**Q:** I ran one PbO crystal through eleven methods, from tight binding to a model potential. How far apart should I remember them to be?

**A:** Keep three sizes in mind. The band gap spreads by a factor of about 11, from under 1 eV to 8 eV. In the five rows that list them, the volume per atom stays within about 6% of the r2SCAN value, and the bulk modulus lies between 12% below and 40% above it. Within those same five rows the gap still spreads by a factor of about 3. So where all three can be compared, the methods roughly agree on how large the crystal is, agree less on how stiff it is, and agree least on the gap.

Hexagonal PbO (P6₃/mmc, 4 atoms per cell) computed with several methods, without spin polarisation or spin-orbit coupling. Band gaps and times are from single points on the r2SCAN-relaxed cell, volumes from each method's own relaxation or energy curve, and bulk moduli are at fixed cell shape. Tight-binding and semi-empirical gaps use a periodic cluster of 3×3×2 cells.

```csv
name,kind,band gap (eV),volume per atom (Å³),bulk modulus (GPa),atoms computed,"rough processor time, order of size (s)"
PBE coarse-settings,low cutoff and mesh,1.224,n/a,n/a,4,1
GFN1-xTB tblite,tight binding,2.170,20.073,110.60,72,1
PM7,semi-empirical,8.060,n/a,n/a,72,3
PM6,semi-empirical,7.009,n/a,n/a,72,3
GFN2-xTB tblite,tight binding,1.791,n/a,n/a,72,4
PBE,semilocal,1.282,21.393,70.50,4,8
PBE SZV,small basis,0.744,22.022,73.60,4,8
PBE sz-orbitals,small basis,0.918,n/a,n/a,4,10
PBE DZVP,small basis,1.175,21.568,69.60,4,20
r2SCAN,semilocal,1.571,20.736,79.30,4,20
GLLB-SC,model potential,2.553,n/a,n/a,4,20
```

The band gap is the distance from the highest filled to the lowest empty one-electron level, always taken on the same r2SCAN cell, so that differences in volume play no part in that column. The volume per atom $V_0$ is where each method has its own energy minimum, and for r2SCAN it is the shared cell by construction. The bulk modulus $B=-V\,dP/dV$, with $P$ the pressure, is the resistance to uniform compression at fixed cell shape. Atoms computed tells a single cell sampled at many k points from a periodic cluster of cells. SZV and sz mean one basis function per valence orbital, and DZVP means two plus polarisation functions.

**Q:** The rows are sorted by time. Shouldn't the gap settle down as the time grows?

**A:** It does not, and the three rows at about 20 s show it: their gaps are 1.175, 1.571 and 2.553 eV. Over all rows the rank correlation between gap and time is −0.32, which is weak and is pulled negative by the two cheap PM rows. The times are rough sizes for cells of different size, so read them only as classes. Converging the cutoff and the mesh, as from coarse to converged PBE, brings you closer to that functional's own answer. What the answer is depends on the physics that the method puts into its one-electron levels.

**Q:** Then I can at least grade them against the measured gap of lead oxide?

**A:** Not for this crystal. With cell edges $a=4.26$ Å and $c=5.277$ Å, the short contact matches $a/\sqrt3 = 2.46$ Å, and the distance between layers is $c/2 = 2.64$ Å. That is a stack of flat PbO sheets as in hexagonal boron nitride, with three oxygens around lead in the sheet and two somewhat farther above and below. The real phases, litharge and massicot, have lead pushed off-centre by its lone pair, which the site symmetry forbids here. The forces vanish by that same symmetry, so their vanishing is no sign that the structure is stable.

Every difference we discuss is therefore a difference between methods, not an error against nature. The coarse PBE run, closed-shell because spin is off, gives an insulator with 20 filled bands and a direct gap at the zone corner H. The standard picture of lead(II) oxides assigns the top filled band to the antibonding mixture of Pb 6s and O 2p, and the lowest empty band mainly to Pb 6p. Spin-orbit coupling is switched off. If the lowest empty band is Pb 6p here too, the coupling is expected to lower it and to shrink the density-functional gaps.

**Q:** Why do methods that nearly agree on the volume differ so much on the gap?

**A:** Because the volume comes from the total energy of $N$ electrons, which every method with a volume in the table is built to give, while the gap asks what it costs to change $N$. The true gap is

$$E_g = E(N+1)+E(N-1)-2E(N).$$

In Kohn-Sham theory one local potential acts on all levels, and the true gap is the level gap plus a jump $\Delta_{xc}$ of that potential when an electron is added, the derivative discontinuity. For PBE in a crystal the jump vanishes: the added electron spreads over all cells, changes the density by a vanishing amount everywhere, and a potential that depends smoothly on the local density does not notice. This argument is why PBE, at 1.282 eV, is taken to lie low.

r2SCAN and GLLB-SC are built in ways that can restore the jump in part. r2SCAN depends on the kinetic-energy density of the orbitals, so in its usual use the local potential is replaced by an operator that can shift filled and empty states differently, and its gap is 0.289 eV, or 23%, above PBE. GLLB-SC builds a model potential from the orbital energies and normally adds an explicit estimate of $\Delta_{xc}$; its gap is twice that of PBE. The table shows the order and the sizes, and the assignment to the jump comes from how the methods are constructed. The raw GLLB-SC output is not at hand to confirm that the listed gap includes the added term.

**Q:** And PM6 and PM7 have gone further the same way?

**A:** They overshoot from the other side, as Hartree-Fock-type methods do. There the exchange term removes the repulsion of a filled orbital with itself, so a filled level feels $N-1$ other electrons while an empty one feels all $N$. The orbitals are frozen, so the crystal is not allowed to polarise around the added electron or the hole. In a real solid that polarisation lowers the cost of both, and lead(II) with its filled 6s shell polarises easily. The two PM gaps stand 4.46 and 5.51 eV above GLLB-SC, which fits the known fault of unscreened orbital gaps, though the fitted parameters and the minimal basis also enter.

Sampling is the obvious alternative, since a cluster sees few k points and could step over the band edges. A cluster of 3×3×2 cells folds in k points at thirds along $a$ and $b$ and halves along $c$, and H lies at $(\tfrac13,\tfrac13,\tfrac12)$. The clusters thus see the point where coarse PBE has both edges, and if their own edges lie there too, the larger gaps belong to the Hamiltonians. That PM7 and PM6 differ from each other by 1.051 eV, most of a whole PBE gap, shows how far a change of version within one family moves the number.

**Q:** The xTB gaps, 1.791 and 2.170 eV, lie between r2SCAN and GLLB-SC. Are they the bargain of the table?

**A:** They land in a plausible range, but they do not get there by treating the jump or the screening. Their level positions come from atomic energies and hopping terms adjusted to molecules, in a small basis. They carry 20 electrons per cell, four for each lead and six for each oxygen, where coarse PBE carries 40 because it keeps ten 5d electrons on each lead. Neither version contains non-local exchange, which is the likely reason that they stay far below the PM rows on the same 72 atoms. One crystal without a reference gives no ground to trust either value.

**Q:** The lowest gaps are the minimal-basis PBE rows. I learned that a poor basis pushes empty bands up.

**A:** These are the irregular rows, and the comparison at fixed functional points to the basis set-up. SZV lies 0.538 eV below converged PBE, the other minimal basis 0.364 eV below, and DZVP only 0.107 eV below. The last figure is not a clean measure of the basis error. Pseudopotentials may differ between rows, and a zone-centred 5×5×5 mesh, one of those in use, does not contain H, so a gap read from it alone could come out too wide and hide part of the narrowing.

Why the gap falls is my guess and has not been tested. A single 2p function of fixed shape has no way to swell when the atom takes on negative charge. The extra electrons are then crowded, their repulsion is too high, and the filled bands with oxygen character are lifted. If that lift exceeds the usual lift of the empty bands, the gap narrows, and a second radial function would undo much of it. The DZVP gap fits this, but that basis also adds polarisation functions.

**Q:** Now the stiffness. Is r2SCAN's higher modulus a sign of stronger bonds than in PBE?

**A:** It may only be a sign of shorter ones, and one estimate tests this. A solid stiffens under compression, to first order as $B=B_0+B'P$, with $B_0$ the modulus at zero pressure and $B'$ a pure number near 4 for many solids. Put this into the definition of $B$ and integrate from the minimum at $V_0$:

$$\frac{dP}{B_0+B'P}=-\frac{dV}{V}\quad\Rightarrow\quad B(V)=B_0\left(\frac{V_0}{V}\right)^{B'},\qquad P(V)=\frac{B_0}{B'}\left[\left(\frac{V_0}{V}\right)^{B'}-1\right].$$

This is the Murnaghan form. Suppose another method has the same energy curve as PBE apart from a constant extra pressure that only moves the minimum. Its modulus is then the PBE modulus carried to the new volume. With $B'=4$ assumed, the PBE row as input and the r2SCAN volume as target,

$$\frac{21.393}{20.736}=1.0317,\qquad 1.0317^4=1.133,\qquad 70.5\ \text{GPa}\times1.133=79.9\ \text{GPa}.$$

The table has 79.3 GPa, which is 0.7% below the estimate, and that modulus did not enter it. The closeness is finer than the assumption deserves, since $B'$ from 3 to 5 moves the estimate between 77.4 and 82.4 GPa. What survives is that the 3% smaller volume accounts for most of the stiffening in this one pair, and for all of it if $B'$ is near 4. PBE is known to leave bonds to heavy atoms somewhat long, and its softness here is of the size that follows from that.

**Q:** Does the rule hold for the other rows with a modulus?

**A:** For DZVP it does, with a modulus 2.0% above the estimate at its own volume and effectively equal to that of PBE. It fails for the two rows with the leanest basis. SZV has a volume 2.9% larger than PBE and should be softer, yet it is stiffer and exceeds the estimate by 17%. GFN1 is the smallest and stiffest row, but it too exceeds the estimate, by 22%, and stays above it for any $B'$ in the range tried.

In these two rows the shape of the energy curve has changed, and not merely its position. For SZV the step to DZVP removes nearly all the excess at the same functional, which points to the basis. The likely reason, again untested, is the same rigidity as before: orbitals that are unable to contract or polarise under compression make the energy rise too steeply. GFN1 adds a short-range repulsion fitted to molecules, and the table does not separate the two contributions.

**Q:** Coarse PBE is only 0.058 eV off in the gap at the lowest cost. Can I use those settings for the cell as well?

**A:** The pressure formula advises against it. With the factor from above, converged PBE on the r2SCAN cell should feel $(70.5/4)\times 0.133 = 2.34$ GPa, whereas the coarse run reports 4.21 GPa, which is 1.8 times as much. As a check on the formula, GFN1's own volume and modulus give −3.37 GPa against −3.35 GPa from its stress. That agreement shows only that the form describes one method's curve consistently.

A gap is a difference of two levels at fixed geometry, here at a k point inside the coarse mesh, so basis errors largely cancel. Stress is the derivative of the total energy with respect to the cell, and a plane-wave set below the recommended cutoff changes as the cell changes. The coarse stress is also uneven, 2.54 GPa in the sheet and 7.54 GPa along $c$. A short plane-wave set by itself usually makes the reported pressure too low, not too high, so that error alone does not explain the excess. Whether it is grid noise in the pressure, the two k points along $c$, or a change of shape in the relaxed PBE cell that the estimate ignores is open.

The same unevenness limits the volume and modulus columns. A cell that wants to change $c/a$ has its minimum at a different volume when relaxed than at fixed shape, and a fixed-shape modulus is the stiffer of the two. The xTB pair gives a further warning: GFN2 pushes outward with +1.62 GPa where GFN1 pulls inward. Two versions of one family thus disagree on whether the crystal should grow or shrink.

**Q:** What would the same ladder look like for litharge, the ordinary form?

**A:** I can only argue it. There the off-centre lead lets 6p mix more strongly into the antibonding 6s–2p state at the top of the filled bands, which stabilises that state and pushes the empty partner up, so the absolute gaps would differ from ours. The order PBE, r2SCAN, GLLB-SC, PM should carry over, because it rests on the jump and on screening and not on the structure. The volume rule is less safe, since the lone pairs face each other across soft, weakly bound layers, where dispersion and the freedom to change shape decide volume and modulus. For either phase, ask first whether a method's empty levels include the jump, whether they are screened, and whether its orbitals can change size.
